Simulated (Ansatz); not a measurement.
Wavefunction ladder for `O=C(O)C(=O)O`

Cartesian coordinates in Å:
```
O -0.023 -0.471 1.680
C 0.144 0.221 0.721
O 0.597 1.470 0.740
C -0.142 -0.222 -0.721
O 0.030 0.469 -1.681
O -0.602 -1.468 -0.740
H 0.760 1.696 1.667
H -0.764 -1.695 -1.667
```

Charge 0, multiplicity 1. The geometry is a stationary point of PBE0-D4/def2-TZVP. It is one conformer, not always the lowest. Frozen core, restricted reference, the Gaussian-basis code of Ansatz. CBS rows extrapolate triple and quadruple zeta; past MP2 they add the triple-zeta difference.

| basis | HF (Eh) | MP2 corr. |
| --- | --- | --- |
| def2-SVP | -376.07975 | -0.97845 |
| def2-TZVPP | -376.53695 | -1.23135 |
| def2-QZVPP | -376.55359 | -1.32698 |

Problem. Estimate the CCSD correlation energy and the (T) correction in each basis where they were run (hartree).

Solution. 
```
     basis  CCSD corr.       (T)
  def2-SVP    -0.99185  -0.03148
def2-TZVPP    -1.23106  -0.05371
 CBS(def2)    -1.39753     as TZ
```
